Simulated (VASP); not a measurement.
# CdTe: single point with r2SCAN

**What was measured.**

A printed reference work, data compilation reports, for a bulk crystal of CdTe at 0 K: band gap 1.607 eV.

The system is CdTe.

```
CELL_PARAMETERS angstrom
0.00000 3.25660 3.25660
3.25660 0.00000 3.25660
3.25660 3.25660 0.00000
ATOMIC_POSITIONS crystal
Cd 0.00000 0.00000 0.00000
Te 0.25000 0.25000 0.25000
```

```json
{"Program": "VASP 6.6.1", "Task": "single point", "Functional": "r2SCAN", "Potentials or basis": "VASP PAW PBE potentials, release 64 (Cd, Te)", "Cutoff": "520 eV", "k mesh": "8 × 8 × 8", "Occupations": "fermi-dirac, width 0.02 eV", "Spin": "no spin polarisation"}
```

```json
{"Pressure": "1.0 GPa", "Band gap on the k mesh": "1.22 eV, direct"}
```

Levels at points of the mesh, in eV from the valence-band top:
```tsv
k point	band 6	band 7	band 8	band 9	band 10	band 11	band 12	band 13
(0.00, 0.00, 0.00)	-8.24	0.00	0.00	0.00	1.22	5.04	5.04	5.04
(0.50, 0.00, 0.00)	-7.88	-4.41	-0.77	-0.77	2.22	5.59	5.59	7.41
(0.50, 0.50, 0.00)	-7.73	-4.28	-1.86	-1.86	2.91	2.99	9.38	9.74
```

It took 96 s on 1 thread of Intel(R) Xeon(R) Platinum 8488C (Sapphire Rapids), with other jobs on the host, peak memory 0.23 GiB.

A measured gap of CdTe is 1.607 eV (0 K; a printed reference work, data compilation); the calculated 1.22 eV misses it by -0.38 eV. Spin-orbit coupling on Cd, Te is left out. The value is that of r2SCAN, without temperature or zero-point motion.

Caveat: the PAW data sets were made with another functional, which shifts forces and pressure a little; spin-orbit coupling is left out, which moves the levels of the heavy elements.
